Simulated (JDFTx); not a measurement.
Runs of JDFTx 1.7.0 (patched build) on BN. The structure is cubic, space group F-43m (No. 216). Conventional cell: a = 3.626 Å, b = 3.626 Å, c = 3.626 Å, α = 90.00°, β = 90.00°, γ = 90.00°. N (site symmetry -43m) has 4 B at 1.57 Å as nearest neighbours. B (site symmetry -43m) has 4 N at 1.57 Å as nearest neighbours. The cell is a database's computed one.

| task | level | potentials or basis | cell | k mesh | symmetries | Q point | cutoff of the response | length of q | SCF threshold on the energy | mesh quality | gap on the mesh (eV) | pressure (GPa) |
| --- | --- | --- | --- | --- | --- | --- | --- | --- | --- | --- | --- | --- |
| screening | LDA | PseudoDojo-SR-LDA-0.4.1-standard | as given | 4 × 4 × 4 | none | [0, 0.25, 0] | 5 Ha | 0.75033 Å⁻¹ | 1e-09 Ha | coarse | 4.38 | (b) |
| relaxation of the atoms | PBEsol | PseudoDojo-SR-PBEsol-0.4.1-standard | atoms relaxed from: relaxed cell strained by 0.01 in Voigt component 4 | 13 × 13 × 13 | - | - | - | - | 1e-10 Ha | not flagged | 4.39 | 0.0 |
| relaxation of the atoms | PBEsol | PseudoDojo-SR-PBEsol-0.4.1-standard | atoms relaxed from: relaxed cell strained by -0.01 in Voigt component 4 | 13 × 13 × 13 | - | - | - | - | 1e-10 Ha | not flagged | 4.39 | 0.0 |
| single point | PBE | PseudoDojo-SR-PBE-0.5-standard | as given | 5 × 5 × 5 | - | - | - | - | 1e-09 Ha | coarse | 4.99 | (a) |
| relaxation of cell and atoms | PBEsol | PseudoDojo-SR-PBEsol-0.4.1-standard | relaxed | 13 × 13 × 13 | - | - | - | - | 1e-10 Ha | not flagged | 4.43 | 0.0 |

Alike in all rows: no spin polarisation; cutoff (eV) 1143; smearing fermi-dirac 0.05 eV.

**Question.** Fill in the values left out.

**Answer.** (a) -0.7; (b) -13.3.

Caveats: some runs use coarse meshes; an odd mesh through Γ misses points on the zone boundary, where band edges often lie (some runs); the empty levels aren't tightly converged (some runs).

A gap of «none» marks a metal or a gap under the smearing width.
